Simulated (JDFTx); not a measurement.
Ti: equation of state with PBEsol

Crystal: Ti.

```
Ti
1.0
     2.95000    0.00000    0.00000
    -1.47500    2.55477    0.00000
     0.00000    0.00000    4.68000
Ti
2
Direct
  0.66667 0.33333 0.75000
  0.33333 0.66667 0.25000
```

```yaml
Program: JDFTx 1.7.0 (patched build)
Task: equation of state
Functional: PBEsol
Potentials_or_basis: PseudoDojo-SR-PBEsol-0.4.1-standard with smoothed tails
Cutoff: 1143 eV
Density_cutoff: 9143 eV
k_mesh: 10 × 10 × 6
Occupations: fermi-dirac, width 0.05 eV
Spin: no spin polarisation
Local_potential_set_to_-Z/r_beyond: 6 bohr
Density_cutoff_over_wavefunction_cutoff: 8
Max_SCF_steps: 100
SCF_threshold_on_the_energy: 1e-09 Ha
Solver_of_the_electrons: scf
```

| Item | Value |
| --- | --- |
| Equilibrium volume | 16.74 Å³/atom |
| Bulk modulus at fixed shape and positions | 118 GPa |
| Pressure derivative of the bulk modulus | 3.5 |

Energy against volume, from the lowest point:
| volume (Å³/atom) | energy (meV/atom) |
| --- | --- |
| 16.577 | 0.00 |
| 16.930 | 0.20 |
| 17.283 | 5.62 |
| 17.636 | 15.80 |
| 17.988 | 30.31 |
| 18.341 | 48.76 |
| 18.694 | 70.80 |

Caveat: the cell was scaled at fixed shape and fractional positions, which overstates the stiffness of a crystal with free parameters, most of all of layers and chains.
